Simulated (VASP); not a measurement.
## FeO: single point with PBE+U

FeO:

```
Fe O
1.0
     0.00000    2.15540    2.15540
     2.15540    0.00000    2.15540
     2.15540    2.15540    0.00000
Fe O
1 1
Cartesian
  0.0000 0.0000 0.0000
  2.1554 2.1554 2.1554
```

- Program: VASP 6.6.1
- Task: single point
- Functional: PBE
- Potentials or basis: VASP PAW PBE potentials, release 64 (Fe, O)
- Cutoff: 520 eV
- k mesh: 8 × 8 × 8
- Occupations: gaussian, width 0.05 eV
- Spin: no spin polarisation
- Hubbard terms: Fe d U = 5 eV

The pressure is -16.8 GPa and the band gap on the k mesh is 2.90 eV, indirect (least direct gap 3.27 eV).

Levels at points of the mesh, in eV from the valence-band top:
```csv
k point,band 5,band 6,band 7,band 8,band 9,band 10
"(0.00, 0.00, 0.00)",-1.05,-1.05,-1.05,2.90,2.90,3.33
"(0.50, 0.00, 0.00)",-0.40,-0.40,-0.01,5.17,5.17,7.26
"(0.50, 0.50, 0.00)",-2.16,-0.43,-0.43,3.39,3.73,8.84
```

Eigenvalues of the final occupation matrices:
```csv
site,spin,trace,eigenvalues
site 1 d,1,3.15,0.13 0.13 0.97 0.97 0.97
site 1 d,2,3.15,0.13 0.13 0.97 0.97 0.97
```

It took 7.2 s on 1 thread of AMD EPYC 9R45 96-Core Processor (Zen 5), with other jobs on the host, peak memory 0.11 GiB.

A k mesh can miss the band edges. Spin polarisation is off, so any magnetic state and its effect on volume and gap are missing.
